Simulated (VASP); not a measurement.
Wanted: the native input for a VASP 6.6.1 run.

```yaml
Task: relaxation of cell and atoms
Functional: PBE
Dispersion: D3(BJ)
Potentials_or_basis: VASP PAW PBE potentials, release 64 (Te)
Cutoff: 520 eV
k_mesh: 3 × 3 × 2
Occupations: gaussian, width 0.02 eV
Spin: no spin polarisation
Further_INCAR_settings: ALGO = Normal; EDIFF = 1e-07; IBRION = 2; EDIFFG = -0.002; NSW = 80; ISIF = 3
```

The structure of Te lies in POSCAR:

```
Te
1.0
    4.4540000000      0.0000000000      0.0000000000
   -2.2270000000      3.8572771500      0.0000000000
    0.0000000000      0.0000000000      5.9240000000
Te
3
Direct
    0.2690000000      0.0000000000      0.3333333300
    0.0000000000      0.2690000000      0.6666666700
    0.7310000000      0.7310000000      0.0000000000
```

The input as run:

INCAR

```
ALGO = Normal
EDIFF = 1E-7
EDIFFG = -0.002
ENCUT = 520
GGA = PE
IBRION = 2
ISIF = 3
ISMEAR = 0
IVDW = 12
LASPH = T
LCHARG = F
LREAL = F
LWAVE = F
NELM = 80
NSW = 80
PREC = Accurate
SIGMA = 0.02
```

KPOINTS

```
k-points
0
Gamma
  3 3 2
```

Potentials or basis: VASP PAW PBE potentials, release 64 (Te).

Run with:

```sh
$ cat potpaw_PBE.64/Te/POTCAR > POTCAR
$ mpirun -np 1 vasp_std > vasp.out
```

Results of the run:

| Item | Value |
| --- | --- |
| Relaxed volume | 34.20 Å³/atom |
| Relaxed cell | a = 4.506 Å, b = 4.506 Å, c = 5.835 Å, α = 90.00°, β = 90.00°, γ = 120.00° |
| Space group after relaxing (to 0.05 Å) | P3_121 (No. 152) |
| Energy gained by relaxing | 2.1 meV/atom |
| Ionic steps | 12 |
| Pressure after relaxing | 0.0 GPa |
| Band gap on the k mesh | 0.29 eV, direct |
| Dispersion energy per atom | -0.426 eV |

Caveat: the k mesh is coarse (spacing up to 0.54 Å⁻¹), so the values aren't converged; spin-orbit coupling is left out, which moves the levels of the heavy elements; an odd mesh through Γ misses points on the zone boundary, where band edges often lie.

It took 42 s on 1 thread of Intel(R) Xeon(R) 6975P-C (Granite Rapids), with other jobs on the host, peak memory 0.24 GiB.
